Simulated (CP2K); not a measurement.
Runs of CP2K 2026.2 on ZnO (zincite). All rows change the cell; the cell of one of them follows. Symmetry: P6_3mc, No. 186, hexagonal system. Conventional cell: a = 3.249 Å, b = 3.249 Å, c = 5.310 Å, α = 90.00°, β = 90.00°, γ = 120.00°. Zn (site symmetry 3m) has 4 O at 1.98 to 2.01 Å as nearest neighbours. O (site symmetry 3m) has 4 Zn at 1.98 to 2.01 Å as nearest neighbours. 

```tsv
cell	gap on the mesh (eV)	pressure (GPa)	largest force (eV/Å)
strain_c = 0.02	0.74	(c)	-
strain_c = 0.06	0.62	-1.3	0.34
strain_c = 0	(b)	6.2	-
strain_c = -0.02	0.86	(a)	0.37
strain_c = -0.04	0.91	13.7	0.71
strain_c = 0.04	(d)	0.8	-
```

Alike in all rows: task band structure; level PBE; potentials or basis POTENTIAL_UZH Zn GTH-PBE-q12, O GTH-PBE-q6; TZVP-MOLOPT-PBE-GTH basis; no spin polarisation; k mesh 9 × 9 × 5; smearing fermi-dirac 0.05 eV.

**Question.** Fill in the values left out.

**Answer.** (a) 9.6; (b) 0.80; (c) 3.2; (d) 0.68.

Caveats: the basis of atomic orbitals isn't converged, which shifts pressures, moduli and gaps; the forces don't sum to zero, a sign of grid noise (some runs).

